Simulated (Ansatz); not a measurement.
## Nudged elastic band run: Si7O16

Input:

```yaml
crystal:
  lattice:
    - [-4.1501, -4.1501, 0.0]
    - [4.1501, -4.1501, 0.0]
    - [0.0, 0.0, 5.315]
  atoms:
    - { symbol: Si, position: [0.49898911, 0.4988589, -0.00061177] }
    - { symbol: Si, position: [-0.00103248, 0.49873245, 0.24679549] }
    - { symbol: O, position: [0.19564529, 0.49873523, -0.00058733] }
    - { symbol: O, position: [-0.00082632, 0.2048065, 0.2645972] }
    - { symbol: O, position: [0.80235107, 0.49874123, -0.00058639] }
    - { symbol: O, position: [-0.00083923, 0.79276368, 0.26450192] }
    - { symbol: Si, position: [0.49901743, 0.49885526, 0.49938066] }
    - { symbol: Si, position: [-0.00104146, 0.49866101, 0.75198768] }
    - { symbol: O, position: [0.19767005, 0.49873114, 0.49937695] }
    - { symbol: O, position: [-0.00084576, 0.20470679, 0.73439169] }
    - { symbol: O, position: [0.80039409, 0.49871333, 0.49935619] }
    - { symbol: O, position: [-0.00085171, 0.7926525, 0.73428094] }
    - { symbol: Si, position: [0.49917633, -0.00123534, 0.24994867] }
    - { symbol: O, position: [0.68548901, -0.00116969, -0.00055553] }
    - { symbol: O, position: [0.49900395, 0.69292123, 0.25095706] }
    - { symbol: O, position: [0.31284023, -0.00112437, -0.00055707] }
    - { symbol: O, position: [0.49901227, 0.30469629, 0.25099308] }
    - { symbol: Si, position: [-0.0008321, -0.001226, 0.49946796] }
    - { symbol: Si, position: [0.49915663, -0.0012253, 0.74890677] }
    - { symbol: O, position: [0.69365051, -0.00118724, 0.49940753] }
    - { symbol: O, position: [0.49900411, 0.69293069, 0.74783269] }
    - { symbol: O, position: [0.30468839, -0.00117488, 0.4994107] }
    - { symbol: O, position: [0.49902718, 0.30471889, 0.74780641] }
basis:
  ecutwfc: 420.0
kpoints:
  mp_grid: { grid: [2, 2, 2] }
hamiltonian:
  xc: pbe
  pseudopotentials: { kind: paw, azcp: { folder: soft_1 } }
scf:
  occupations: { method: gaussian, width: 0.02 }
  lower_state_search: "off"
neb:
  images: 5
  f_tol: 0.05
  initial_path: idpp
  max_iterations: 33
  final_atoms:
    - { symbol: Si, position: [0.5, 0.5, 0.0] }
    - { symbol: Si, position: [0.0, 0.5, 0.25254775] }
    - { symbol: O, position: [0.19862398, 0.5, 0.0] }
    - { symbol: O, position: [0.0, 0.20602281, 0.23488695] }
    - { symbol: O, position: [0.80137602, 0.5, 0.0] }
    - { symbol: O, position: [0.0, 0.79397719, 0.23488695] }
    - { symbol: Si, position: [0.5, 0.5, 0.5] }
    - { symbol: Si, position: [0.0, 0.5, 0.74745225] }
    - { symbol: O, position: [0.1966219, 0.5, 0.5] }
    - { symbol: O, position: [0.0, 0.20602281, 0.76511305] }
    - { symbol: O, position: [0.8033781, 0.5, 0.5] }
    - { symbol: O, position: [0.0, 0.79397719, 0.76511305] }
    - { symbol: Si, position: [0.5, 0.0, 0.24948249] }
    - { symbol: O, position: [0.69449275, 0.0, 0.0] }
    - { symbol: O, position: [0.5, 0.69408473, 0.24843832] }
    - { symbol: O, position: [0.30550725, 0.0, 0.0] }
    - { symbol: O, position: [0.5, 0.30591527, 0.24843832] }
    - { symbol: Si, position: [0.0, 0.0, 0.0] }
    - { symbol: Si, position: [0.5, 0.0, 0.75051751] }
    - { symbol: O, position: [0.68611482, 0.0, 0.5] }
    - { symbol: O, position: [0.5, 0.69408473, 0.75156168] }
    - { symbol: O, position: [0.31388518, 0.0, 0.5] }
    - { symbol: O, position: [0.5, 0.30591527, 0.75156168] }
  order_check: true
```

Launched with:

```bash
$ ansatz run input.yaml --threads 1 --pin off --max-ram 3072MiB --backend cpu --events-out ev --progress --plain --runs-dir out
```

Output, in part (warnings, iteration lines):

```
NEB end point (image 0): max|allowed force component| = 2.209e-2 eV/Å (the criterion of neb.relax_end_points is 1.000e-2)
NEB end point (image 6): max|allowed force component| = 1.004e-2 eV/Å (the criterion of neb.relax_end_points is 1.000e-2)
NEB iter   1: max|band force component| = 7.939e0 eV/Å  barrier→ = 7.1434 eV  barrier← = 7.1435 eV  Δτ_max = 0.0478 Å  (85 SCF iters)
NEB iter   2: max|band force component| = 5.153e0 eV/Å  barrier→ = 6.5285 eV  barrier← = 6.5286 eV  Δτ_max = 0.1945 Å  (49 SCF iters)
NEB iter   3: max|band force component| = 4.970e0 eV/Å  barrier→ = 5.5804 eV  barrier← = 5.5805 eV  Δτ_max = 0.1478 Å  (53 SCF iters)
NEB iter   4: max|band force component| = 3.556e0 eV/Å  barrier→ = 4.9722 eV  barrier← = 4.9722 eV  Δτ_max = 0.1831 Å  (54 SCF iters)
NEB iter   5: max|band force component| = 6.381e0 eV/Å  barrier→ = 4.3233 eV  barrier← = 4.3233 eV  Δτ_max = 0.0901 Å  (59 SCF iters)
NEB iter   6: max|band force component| = 2.548e0 eV/Å  barrier→ = 4.1105 eV  barrier← = 4.1105 eV  Δτ_max = 0.0363 Å  (57 SCF iters)
NEB iter   7: max|band force component| = 1.520e0 eV/Å  barrier→ = 4.0094 eV  barrier← = 4.0094 eV  Δτ_max = 0.0887 Å  (51 SCF iters)
NEB iter   8: max|band force component| = 9.676e-1 eV/Å  barrier→ = 3.9271 eV  barrier← = 3.9272 eV  Δτ_max = 0.0567 Å  (51 SCF iters)
[... lines left out ...]
NEB iter  14: max|band force component| = 1.893e-1 eV/Å  barrier→ = 3.8973 eV  barrier← = 3.8973 eV  CI = image 4  Δτ_max = 0.0067 Å  (46 SCF iters)
NEB iter  15: max|band force component| = 7.360e-2 eV/Å  barrier→ = 3.8954 eV  barrier← = 3.8954 eV  CI = image 4  Δτ_max = 0.0146 Å  (41 SCF iters)
NEB iter  16: max|band force component| = 2.697e-1 eV/Å  barrier→ = 3.8944 eV  barrier← = 3.8944 eV  CI = image 4  Δτ_max = 0.0073 Å  (46 SCF iters)
```

It converged. The profile has 2 maxima (images 2, 4) with wells between them (image 3): this band takes more than one step, which may be the mechanism or a detour left from its start path. Neighbouring images differ by up to 2.4 eV, so the band resolves the path poorly. By the program's own check the climbing image is a first-order saddle point (lowest curvatures found: -13.00 and 1.41 eV/Å²). Limits of this set-up: coarse k mesh, no spin, though dangling bonds at a vacancy may carry it, a small cell, in which the defect meets its images.

Final band (atoms are numbered from 1 in the order of the input):

```csv
image,path coordinate (Å),energy (eV),Si18–O20 (Å),Si18–O22 (Å),O14–Si18 (Å)
0,0.00,0.00,1.79,1.79,3.23
1,0.55,1.43,1.67,2.01,2.76
2,1.11,3.86,1.59,2.43,2.16
3,1.66,3.35,1.65,2.86,1.65
4,2.21,3.89,2.02,2.93,1.60
5,2.80,1.61,2.69,3.04,1.66
6,3.40,0.00,3.23,3.23,1.79
```

The run took 14 min on 1 thread of Arm Neoverse V2, on a shared host, peak memory 0.74 GiB.
